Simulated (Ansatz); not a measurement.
Wanted: the native input for an Ansatz 0.2.0 run.

* Task: band structure
* Functional: PBEsol
* Potentials or basis: Ansatz PAW
* Cutoff: 420 eV (not typed: the program's choice for these potentials)
* k mesh: 9 × 9 × 9
* Occupations: fermi-dirac, width 0.05 eV
* Spin: no spin polarisation
* Path: [["G", "X", "W", "K", "G", "L", "U", "W", "L", "K"], ["U", "X"]]
* Points for each segment of the path: 14

The system is ZrO2.

```
CELL_PARAMETERS angstrom
0.00000 2.54507 2.54507
2.54507 0.00000 2.54507
2.54507 2.54507 0.00000
ATOMIC_POSITIONS crystal
Zr 0.00000 0.00000 0.00000
O 0.75000 0.75000 0.75000
O 0.25000 0.25000 0.25000
```

Measurements of this composition are mostly on another form, of space group No. 14.

These files were run (other wordings do the same):

input.yaml

```yaml
crystal:
  lattice:
    - [0.0, 2.5450727058, 2.5450727058]
    - [2.5450727058, 0.0, 2.5450727058]
    - [2.5450727058, 2.5450727058, 0.0]
  atoms:
    - { symbol: Zr, position: [0.0, 0.0, 0.0] }
    - { symbol: O, position: [0.75, 0.75, 0.75] }
    - { symbol: O, position: [0.25, 0.25, 0.25] }
hamiltonian:
  xc: pbesol
  pseudopotentials: { kind: paw }
kpoints:
  mp_grid: { grid: [9, 9, 9] }
  band_path:
    path:
      - [[0.0, 0.0, 0.0], [0.5, 0.0, 0.5], [0.5, 0.25, 0.75], [0.375, 0.375, 0.75], [0.0, 0.0, 0.0], [0.5, 0.5, 0.5], [0.625, 0.25, 0.625], [0.5, 0.25, 0.75], [0.5, 0.5, 0.5], [0.375, 0.375, 0.75]]
      - [[0.625, 0.25, 0.625], [0.5, 0.0, 0.5]]
    npoints: 14
scf:
  occupations: { method: fermi_dirac, width: 0.05 }
  n_extra_bands: 7
output:
  forces: true
  stress: true
  eigenvalues: true
  fatbands: false
```

Potentials or basis: Ansatz PAW.

Run with:

```sh
$ ansatz run input.yaml --threads 2 --pin off --max-ram 5632MiB --backend cpu --events-out ev --progress --plain --runs-dir out
```

It gave:

* Pressure: -3.8 GPa
* Band gap on the k mesh: 3.34 eV, indirect (least direct gap 3.83 eV)
* Band gap along the path: 3.29 eV, indirect (least direct gap 3.71 eV)

Caveat: the k mesh misses the band edges, so the gap on the mesh is wider than the one along the path; the pressure holds a Pulay correction of +0.7 GPa for the finite cutoff; the PAW data sets come from PBE, with cores solved anew for the run's functional, which leaves a small shift of forces and pressure.

Wall time 1.8 s on 2 threads of AMD EPYC 7R43 64-Core Processor (Zen 3), on a shared host, peak memory 0.36 GiB.
